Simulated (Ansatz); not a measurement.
## Relaxing Ga (fcc)

Method: r²SCAN, scalar-relativistic; no spin polarisation; PAW, 500 eV, 18×18×18 k-mesh, Gaussian smearing of 0.05 eV; code Ansatz; PAW files: Ansatz's generated set soft_2.

At room temperature and ambient pressure Ga takes another structure.

The first cell:

```cif
data_structure
_symmetry_space_group_name_H-M 'P 1'
_symmetry_Int_Tables_number 1
_cell_length_a 3.0261
_cell_length_b 3.0261
_cell_length_c 3.0261
_cell_angle_alpha 60.000
_cell_angle_beta 60.000
_cell_angle_gamma 60.000
_cell_volume 19.59
loop_
_atom_site_label
_atom_site_type_symbol
_atom_site_fract_x
_atom_site_fract_y
_atom_site_fract_z
_atom_site_occupancy
Ga1 Ga 0.00000 0.00000 0.00000 1
```

The first steps of the search for zero pressure:

| run | level | k-mesh | kind | V (Å³/atom) | P (GPa) | gap on the mesh (eV) |
| --- | --- | --- | --- | --- | --- | --- |
| 1 | PBE, 420 eV | 8×8×8 | fixed cell | 19.59 | -1.4 | metal |
| 2 | PBE, 420 eV | 8×8×8 | fixed cell | 19.42 | -1.0 | metal |

Question: At which volume does r²SCAN reach zero pressure?

Answer: 17.91 Å³/atom, about 8.6 % under the start.

The steps that followed:

| run | level | k-mesh | kind | V (Å³/atom) | P (GPa) | E − E(final) (meV/atom) | gap on the mesh (eV) |
| --- | --- | --- | --- | --- | --- | --- | --- |
| 3 | PBE, 420 eV | 8×8×8 | fixed cell | 19.03 | 0.0 | – | metal |
| 4 | r²SCAN | 18×18×18 | fixed cell | 19.03 | -3.0 | 11.3 | metal |
| 5 | r²SCAN | 18×18×18 | fixed cell | 18.65 | -2.1 | 5.0 | metal |
| 6 | r²SCAN | 18×18×18 | fixed cell | 17.91 | 0.0 | 0.0 | metal |

The final structure (symmetry read at 0.01 Å). Symmetry: Fm-3m, No. 225, cubic system. The conventional cell has a = 4.153 Å, b = 4.153 Å, c = 4.153 Å, α = 90.00°, β = 90.00°, γ = 90.00°. Around Ga (site symmetry m-3m) lie 12 Ga at 2.94 Å. (Neighbours are counted to 15 % beyond the shortest distance.)

```
atom  site  symmetry       x       y       z
  Ga    4a      m-3m  0.0000  0.0000  0.0000
```

- At the final geometry the gap, band path included, is zero (metallic).

**Reading the result.**

The calculation's cell holds 13 valence electrons, an odd number. Without magnetic order each band takes two, so one stays part-filled and the crystal must be a metal.
